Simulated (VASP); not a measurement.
# Ba in VASP: further runs

Aim: see how the results for Ba move with the level of theory and the settings. Levels: PBE, LDA. Tasks: work function, band structure.

Program: VASP 6.6.1. These are calculated values, not measurements. Logs are shortened: lines on timing, memory, paths and dates and some standing lists are left out, and cuts for length are marked.

### Step 1. The structure

The cell holds a slab with vacuum, 2 atoms: a = 3.910 Å, b = 4.141 Å, c = 20.700 Å, α = 90.00°, β = 90.00°, γ = 118.17°.

The slab is cut from a database's or a generator's crystal, which needn't be the stable form of the element.

### Step 2. Work function, PBE

Input file INCAR:

```
ALGO     = Normal         # electronic algorithm
DIPOL    = 0.5 0.5 0.500
EDIFF    = 1E-6           # SCF threshold, eV
EFIELD   = 0.3          
ENCUT    = 520            # plane-wave cutoff, eV
GGA      = PE             # functional
IDIPOL   = 3            
ISIF     = 2              # what is computed and relaxed
ISMEAR   = -1             # smearing method
LASPH    = True           # aspherical terms in the spheres
LCHARG   = False          # write CHGCAR
LDIPOL   = True         
LREAL    = False          # projectors in reciprocal space
LVACPOTAV= True         
LVHAR    = True         
LWAVE    = False          # write WAVECAR
NELM     = 80             # most SCF steps
PREC     = Accurate       # precision mode
SIGMA    = 0.05           # smearing width, eV
```

Input file KPOINTS:

```
k-points
0
Gamma
  8 8 1
```

Input file POSCAR:

```
Ba
1.0
    3.9100000000      0.0000000000      0.0000000000
   -1.9550000000      3.6500000000      0.0000000000
    0.0000000000      0.0000000000     20.7000000000
Ba
2
Direct
    0.0000000000      0.0000000000      0.3623188406
    0.0000000000      0.0000000000      0.6376811594
```

Potentials or basis: VASP PAW PBE potentials, release 64 (Ba_sv).

Launch:

```bash
> cat potpaw_PBE.64/Ba_sv/POTCAR > POTCAR
> mpirun -np 1 vasp_std > vasp.out
```

OUTCAR:

```text
EDIFF = 1E-6
   ENCUT = 520
   GGA = PE
   ISIF = 2
   ISMEAR = -1
   LASPH = True
   LREAL = False
   NELM = 80
   PREC = Accurate

 ion  position               nearest neighbor table
   1  0.000  0.000  0.362-
   2  0.000  0.000  0.638-

  LATTYP: Found a base centered orthorhombic cell.
 ALAT       =     3.9100000000
 B/A-ratio  =     1.8670076726
 C/A-ratio  =     5.2941176471

  Lattice vectors:

 A1 = (   1.9550000000,  -3.6500000000,   0.0000000000)
 A2 = (   1.9550000000,   3.6500000000,   0.0000000000)
 A3 = (   0.0000000000,   0.0000000000,  20.7000000000)

Analysis of symmetry for initial positions (statically):
=====================================================================
 Subroutine PRICEL returns:
 Original cell was already a primitive cell.

 Routine SETGRP: Setting up the symmetry group for a
 base centered orthorhombic supercell.

 Subroutine GETGRP returns: Found  8 space group operations
 (whereof  8 operations were pure point group operations)
 out of a pool of  8 trial point group operations.

The static configuration has the point symmetry D_2h.

Analysis of symmetry for dynamics (positions and initial velocities):
=====================================================================
 An external electric field (EFIELD) may reduce the allowed symmetry operations
 Subroutine PRICEL returns:
 Original cell was already a primitive cell.

 Routine SETGRP: Setting up the symmetry group for a
 base centered orthorhombic supercell.

 Subroutine GETGRP returns: Found  4 space group operations
 (whereof  4 operations were pure point group operations)
 out of a pool of  8 trial point group operations.

The dynamic configuration has the point symmetry C_2v.

 Subroutine INISYM returns: Found  4 space group operations
 (whereof  4 operations are pure point group operations),
 and found     1 'primitive' translations

----------------------------------------------------------------------------------------

                                     Primitive cell

  volume of cell :     295.4201

  direct lattice vectors                    reciprocal lattice vectors
     3.910000000  0.000000000  0.000000000     0.255754476  0.136986301  0.000000000
    -1.955000000  3.650000000  0.000000000     0.000000000  0.273972603  0.000000000
     0.000000000  0.000000000 20.700000000     0.000000000  0.000000000  0.048309179

  length of vectors
     3.910000000  4.140594764 20.700000000     0.290130313  0.273972603  0.048309179

  position of ions in fractional coordinates (direct lattice)
     0.000000000  0.000000000  0.362318841
     0.000000000  0.000000000  0.637681159

  ion indices of the primitive-cell ions
   primitive index   ion index
                 1           1
                 2           2

----------------------------------------------------------------------------------------

 KPOINTS: k-points

Automatic generation of k-mesh.
 Grid dimensions read from file:
 generate k-points for:    8    8    1

 Generating k-lattice:

  Cartesian coordinates                     Fractional coordinates (reciprocal lattice)
     0.031969309  0.017123288  0.000000000     0.125000000  0.000000000  0.000000000
     0.000000000  0.034246575  0.000000000     0.000000000  0.125000000  0.000000000
     0.000000000  0.000000000  0.048309179     0.000000000  0.000000000  1.000000000

  Length of vectors
     0.036266289  0.034246575  0.048309179

  Shift w.r.t. Gamma in fractional coordinates (k-lattice)
     0.000000000  0.000000000  0.000000000

 Subroutine IBZKPT returns following result:
 ===========================================

 Found     21 irreducible k-points:

 Following reciprocal coordinates:
            Coordinates               Weight
  0.000000  0.000000  0.000000      1.000000
  0.125000  0.000000  0.000000      4.000000
  0.250000  0.000000  0.000000      4.000000
  0.375000  0.000000  0.000000      4.000000
  0.500000  0.000000  0.000000      2.000000
  0.000000  0.125000  0.000000      2.000000
[... 13 lines left out ...]
  0.250000  0.375000  0.000000      2.000000
  0.000000  0.500000  0.000000      1.000000
   k-points           NKPTS =     21   k-points in BZ     NKDIM =     21   number of bands    NBANDS=     14
   number of dos      NEDOS =    301   number of ions     NIONS =      2
   total plane-waves  NPLWV = 153600
   dimension x,y,z NGX =    30 NGY =   32 NGZ =  160
   dimension x,y,z NGXF=    60 NGYF=   64 NGZF=  320
   ions per type =               2
   NGX,Y,Z   is equivalent  to a cutoff of  12.76, 12.85, 12.85 a.u.
   NGXF,Y,Z  is equivalent  to a cutoff of  25.51, 25.70, 25.70 a.u.
 SYSTEM =  unknown system
   PREC   = accura    normal or accurate (medium, high low for compatibility)
   ISTART =      0    job   : 0-new  1-cont  2-samecut
   ICHARG =      2    charge: 1-file 2-atom 10-const
   ISPIN  =      1    spin polarized calculation?
   LNONCOLLINEAR =      F non collinear calculations
   LSORBIT =      F    spin-orbit coupling
   LASPH  =      T    aspherical Exc in radial PAW
   ENCUT  =  520.0 eV  38.22 Ry    6.18 a.u.   7.27  7.70 38.49*2*pi/ulx,y,z
   NELM   =     80;   NELMIN=  2; NELMDL= -5     # of ELM steps
   EDIFF  = 0.1E-05   stopping-criterion for ELM
   LREAL  =      F    real-space projection
   EDIFFG = 0.1E-04   stopping-criterion for IOM
   NSW    =      0    number of steps for IOM
   IBRION =     -1    ionic relax: 0-MD 1-quasi-New 2-CG
   NFREE  =      0    steps in history (QN), initial steepest desc. (CG)
   ISIF   =      2    stress and relaxation
   ISYM   =      2    0-nonsym 1-usesym 2-fastsym
   POTIM  = 0.5000    time-step for ionic-motion
   TEBEG  =    0.0;   TEEND  =   0.0 temperature during run
   PSTRESS=    0.0 pullay stress
   NELECT =      20.0000    total number of electrons
   NUPDOWN=      -1.0000    fix difference up-down
   EMIN   =  10.00;   EMAX   =-10.00  energy-range for DOS
   EFERMI =   0.00;   METHOD = LEGACY
   ISMEAR =    -1;   SIGMA  =   0.05  broadening in eV -4-tet -1-fermi 0-gaus
   EFERMI_NEDOS =   21; number of points for ismear=-14 and -15
   IALGO  =     38    algorithm
   IMIX   =      4    mixing-type and parameters
     AMIX     =   0.40;   BMIX     =  1.00
     AMIX_MAG =   1.60;   BMIX_MAG =  1.00
  volume/ion in A,a.u.               =     147.71       996.80
  Fermi-wavevector in a.u.,A,eV,Ry     =   0.667224  1.260870  6.057144  0.445188
  Thomas-Fermi vector in A             =   1.741765
   LORBIT       =      0    0 simple, 1 ext, 2 COOP (PROOUT), +10 PAW based schemes
   GGA     = PE    functional components
   LHFCALC =     F    Hartree Fock is set to
   AEXX    =    0.0000 exact exchange contribution
   IVDW    =     0    specifies the selected vdW correction
   LEPSILON=     F    determine dielectric tensor
   LRPA    =     F    only Hartree local field effects (RPA)
 non-spin polarized calculation
  energy-cutoff  :      520.00
  volume of cell :      295.42
 maximum number of plane-waves:      7991
 NGX is ok and might be reduce to    30
   NGX = 15   NGY = 15   NGZ = 77

 number of electron      20.0000000 magnetization

 dipolmoment           0.000000      0.000000      0.276609 electrons x Angstroem

 Free energy of the ion-electron system (eV)
  ---------------------------------------------------
  ext. energy  EPLUGINS =         0.00000000
  ---------------------------------------------------
  free energy    TOTEN  =        -2.47189892 eV

  energy without entropy =       -2.42124795  energy(sigma->0) =       -2.44657343

 E-fermi :  -0.6363     XC(G=0):  -3.9729

 val. band max:       -0.6496986506   @ k =   0.1250   0.3750   0.0000
 cond. band min:      -0.6324014164   @ k =   0.5000   0.1250   0.0000
 fundamental gap:      0.0172972342
 Fermi energy:        -0.6363120527

 k-point     1 :       0.0000    0.0000    0.0000
  band No.  band energies     occupation
      1     -29.7878      2.00000
      2     -29.7789      2.00000
      3     -15.1076      2.00000
      4     -15.0844      2.00000
      5     -14.5530      2.00000
      6     -14.5488      2.00000
      7     -14.4604      2.00000
      8     -14.4574      2.00000
      9      -2.8995      2.00000
     10      -2.6146      2.00000
     11      -0.7641      1.85594
     12      -0.4544      0.05127
     13      -0.1652      0.00016
     14       0.8419      0.00000

 k-point     2 :       0.1250    0.0000    0.0000
  band No.  band energies     occupation
      1     -29.7734      2.00000
      2     -29.7644      2.00000
      3     -15.0868      2.00000
      4     -15.0637      2.00000
      5     -14.6292      2.00000
      6     -14.6255      2.00000
      7     -14.5583      2.00000
      8     -14.5546      2.00000
      9      -2.5597      2.00000
     10      -2.2472      2.00000
     11      -0.6600      1.23251
     12      -0.2891      0.00193
     13      -0.0462      0.00001
     14       0.9005      0.00000

 k-point     3 :       0.2500    0.0000    0.0000
  band No.  band energies     occupation
      1     -29.7382      2.00000
      2     -29.7292      2.00000
      3     -15.0358      2.00000
      4     -15.0131      2.00000
      5     -14.9471      2.00000
      6     -14.9436      2.00000
      7     -14.6385      2.00000
      8     -14.6344      2.00000
      9      -1.7865      2.00000
     10      -1.4652      2.00000
     11      -0.5855      0.53185
     12      -0.0863      0.00003
     13       0.0515      0.00000
     14       0.6478      0.00000
[... 273 lines left out ...]
 k-point    20 :       0.2500    0.3750    0.0000
  band No.  band energies     occupation
      1     -29.6966      2.00000
      2     -29.6876      2.00000
      3     -15.1252      2.00000
      4     -15.1207      2.00000
      5     -14.9734      2.00000
      6     -14.9701      2.00000
      7     -14.9698      2.00000
      8     -14.9477      2.00000
      9      -0.2647      0.00118
     10       0.0193      0.00000
     11       0.0308      0.00000
     12       0.1343      0.00000
     13       0.3727      0.00000
     14       0.5964      0.00000

 k-point    21 :       0.0000    0.5000    0.0000
  band No.  band energies     occupation
      1     -29.7197      2.00000
      2     -29.7108      2.00000
      3     -15.2672      2.00000
      4     -15.2626      2.00000
      5     -15.0002      2.00000
      6     -14.9777      2.00000
      7     -14.5934      2.00000
      8     -14.5903      2.00000
      9      -1.3502      2.00000
     10      -1.2696      1.99999
     11      -0.7923      1.91532
     12      -0.4296      0.03153
     13       0.6937      0.00000
     14       0.9198      0.00000

------------------------ aborting loop because EDIFF is reached ----------------------------------------

  FORCE on cell =-STRESS in cart. coord.  units (eV):
  Direction    XX          YY          ZZ          XY          YZ          ZX
  --------------------------------------------------------------------------------------
  -------------------------------------------------------------------------------------
  Total        2.9006820      1.1545116     -1.1350944      0.0000000      0.0000000      0.0000000
  in kB       15.7315219      6.2613636     -6.1560564      0.0000000      0.0000000      0.0000000
  external PRESSURE =       5.2789430 kB  Pullay stress =       0.0000000 kB

 VOLUME and BASIS-vectors are now :
 -----------------------------------------------------------------------------
  energy-cutoff  :      520.00
  volume of cell :      295.42
      direct lattice vectors                 reciprocal lattice vectors
     3.910000000  0.000000000  0.000000000     0.255754476  0.136986301  0.000000000
    -1.955000000  3.650000000  0.000000000     0.000000000  0.273972603  0.000000000
     0.000000000  0.000000000 20.700000000     0.000000000  0.000000000  0.048309179

 POSITION                                       TOTAL-FORCE (eV/Angst)
 -----------------------------------------------------------------------------------
      0.00000      0.00000      7.50000         0.000000      0.000000      0.188200
      0.00000      0.00000     13.20000         0.000000      0.000000     -0.188200
 -----------------------------------------------------------------------------------
    total drift:                                0.000000      0.000000      0.000714

  FREE ENERGIE OF THE ION-ELECTRON SYSTEM (eV)
  ---------------------------------------------------
  free  energy   TOTEN  =        -2.4718989167 eV

  energy  without entropy=       -2.4212479463  energy(sigma->0) =       -2.44657343
```

Wall time 2.9 min (1 thread of Intel Xeon Platinum 8488C (Sapphire Rapids), shared host); peak memory 0.41 GiB.

Results:

```
Free energy            : -2.4719 eV
Largest force          : 0.188 eV/Å
Band gap on the k mesh : none (metal or under the smearing width)
```

Forces in eV/Å, atoms in the order of the input:
```
Ba   0.000  0.000  0.188
Ba   0.000  0.000 -0.188
```

The run has no spin-orbit coupling, so splittings on Ba are missing.

### Step 3. Work function, PBE

Input file INCAR:

```
PREC = Accurate ; ENCUT = 520
EDIFF = 1E-6 ; ISMEAR = -1
SIGMA = 0.05 ; LREAL = False
LASPH = True ; NELM = 80
ALGO = Normal ; ISIF = 2
LWAVE = False ; LCHARG = False
LDIPOL = True ; IDIPOL = 3
DIPOL = 0.5 0.5 0.500 ; GGA = PE
EFIELD = -0.3 ; LVHAR = True
LVACPOTAV = True
```

Input file KPOINTS:

```
Automatic mesh
0
Monkhorst-Pack
  8 8 1
```

POSCAR is that of step 2.

Potentials or basis: VASP PAW PBE potentials, release 64 (Ba_sv).

Launch:

```bash
> cat potpaw_PBE.64/Ba_sv/POTCAR > POTCAR
> mpirun -np 1 vasp_std > vasp.out
```

OUTCAR:

```text
PREC = Accurate
   ENCUT = 520
   EDIFF = 1E-6
   ISMEAR = -1
   LREAL = False
   LASPH = True
   NELM = 80
   ISIF = 2
   GGA = PE

 ion  position               nearest neighbor table
   1  0.000  0.000  0.362-
   2  0.000  0.000  0.638-

  LATTYP: Found a base centered orthorhombic cell.
 ALAT       =     3.9100000000
 B/A-ratio  =     1.8670076726
 C/A-ratio  =     5.2941176471

  Lattice vectors:

 A1 = (   1.9550000000,  -3.6500000000,   0.0000000000)
 A2 = (   1.9550000000,   3.6500000000,   0.0000000000)
 A3 = (   0.0000000000,   0.0000000000,  20.7000000000)

Analysis of symmetry for initial positions (statically):
=====================================================================
 Subroutine PRICEL returns:
 Original cell was already a primitive cell.

 Routine SETGRP: Setting up the symmetry group for a
 base centered orthorhombic supercell.

 Subroutine GETGRP returns: Found  8 space group operations
 (whereof  8 operations were pure point group operations)
 out of a pool of  8 trial point group operations.

The static configuration has the point symmetry D_2h.

Analysis of symmetry for dynamics (positions and initial velocities):
=====================================================================
 An external electric field (EFIELD) may reduce the allowed symmetry operations
 Subroutine PRICEL returns:
 Original cell was already a primitive cell.

 Routine SETGRP: Setting up the symmetry group for a
 base centered orthorhombic supercell.

 Subroutine GETGRP returns: Found  4 space group operations
 (whereof  4 operations were pure point group operations)
 out of a pool of  8 trial point group operations.

The dynamic configuration has the point symmetry C_2v.

 Subroutine INISYM returns: Found  4 space group operations
 (whereof  4 operations are pure point group operations),
 and found     1 'primitive' translations

----------------------------------------------------------------------------------------

                                     Primitive cell
[... 119 lines left out ...]
   IVDW    =     0    specifies the selected vdW correction
   LEPSILON=     F    determine dielectric tensor
   LRPA    =     F    only Hartree local field effects (RPA)
 non-spin polarized calculation
  energy-cutoff  :      520.00
  volume of cell :      295.42
 maximum number of plane-waves:      7985
 NGX is ok and might be reduce to    30
   NGX = 15   NGY = 15   NGZ = 77

 dipolmoment           0.000000      0.000000      0.000000 electrons x Angstroem

 number of electron      20.0000000 magnetization

 dipolmoment           0.000000      0.000000     -0.277392 electrons x Angstroem

 Free energy of the ion-electron system (eV)
  ---------------------------------------------------
  ext. energy  EPLUGINS =         0.00000000
  ---------------------------------------------------
  free energy    TOTEN  =        -2.43788626 eV

  energy without entropy =       -2.37677787  energy(sigma->0) =       -2.40733207

 E-fermi :  -0.6246     XC(G=0):  -3.9793

 val. band max:       -0.6380784643   @ k =  -0.4375   0.3125   0.0000
 cond. band min:      -0.6243563546   @ k =  -0.3125   0.3125   0.0000
 fundamental gap:      0.0137221097
 Fermi energy:        -0.6246077351

 k-point     1 :       0.0625    0.0625    0.0000
  band No.  band energies     occupation
      1     -29.8081      2.00000
      2     -29.7945      2.00000
      3     -15.1110      2.00000
      4     -15.0840      2.00000
      5     -14.6497      2.00000
      6     -14.6408      2.00000
      7     -14.5442      2.00000
      8     -14.5358      2.00000
      9      -2.6655      2.00000
     10      -2.3765      2.00000
     11      -0.6687      1.41411
     12      -0.3538      0.00885
     13      -0.1048      0.00006
     14       0.6802      0.00000
[... 377 lines left out ...]
      1     -29.7740      2.00000
      2     -29.7604      2.00000
      3     -15.0574      2.00000
      4     -15.0308      2.00000
      5     -15.0167      2.00000
      6     -15.0076      2.00000
      7     -14.6133      2.00000
      8     -14.6050      2.00000
      9      -1.6540      2.00000
     10      -1.3760      2.00000
     11      -0.6210      0.96433
     12      -0.2033      0.00044
     13      -0.1018      0.00006
     14       0.4677      0.00000

 [... further k-points ...]
[... 5 lines left out ...]
  --------------------------------------------------------------------------------------
  -------------------------------------------------------------------------------------
  Total        2.6407941      1.4167081     -1.2696012      0.0000000      0.0000000      0.0000000
  in kB       14.3220490      7.6833565     -6.8855390      0.0000000      0.0000000      0.0000000
  external PRESSURE =       5.0399555 kB  Pullay stress =       0.0000000 kB

 VOLUME and BASIS-vectors are now :
 -----------------------------------------------------------------------------
  energy-cutoff  :      520.00
  volume of cell :      295.42
      direct lattice vectors                 reciprocal lattice vectors
     3.910000000  0.000000000  0.000000000     0.255754476  0.136986301  0.000000000
    -1.955000000  3.650000000  0.000000000     0.000000000  0.273972603  0.000000000
     0.000000000  0.000000000 20.700000000     0.000000000  0.000000000  0.048309179

 POSITION                                       TOTAL-FORCE (eV/Angst)
 -----------------------------------------------------------------------------------
      0.00000      0.00000      7.50000         0.000000      0.000000      0.211041
      0.00000      0.00000     13.20000         0.000000      0.000000     -0.211041
 -----------------------------------------------------------------------------------
    total drift:                               -0.000000     -0.000000     -0.000668

  FREE ENERGIE OF THE ION-ELECTRON SYSTEM (eV)
  ---------------------------------------------------
  free  energy   TOTEN  =        -2.4378862612 eV

  energy  without entropy=       -2.3767778695  energy(sigma->0) =       -2.40733207
```

Wall time 4.3 min (1 thread of Intel Xeon Platinum 8488C (Sapphire Rapids), shared host); peak memory 0.45 GiB.

Results:

| Item | Value |
| --- | --- |
| Free energy | -2.4379 eV |
| Largest force | 0.211 eV/Å |

Forces in eV/Å, atoms in the order of the input:
```
Ba   0.000  0.000  0.211
Ba   0.000  0.000 -0.211
```

Levels at points of the mesh, in eV from the Fermi level:
| k point | band 7 | band 8 | band 9 | band 10 | band 11 | band 12 | band 13 | band 14 |
| --- | --- | --- | --- | --- | --- | --- | --- | --- |
| (0.06, 0.06, 0.00) | -13.92 | -13.91 | -2.04 | -1.75 | -0.04 | 0.27 | 0.52 | 1.30 |

The run has no spin-orbit coupling, so splittings on Ba are missing.

[end of part 1 of 2]
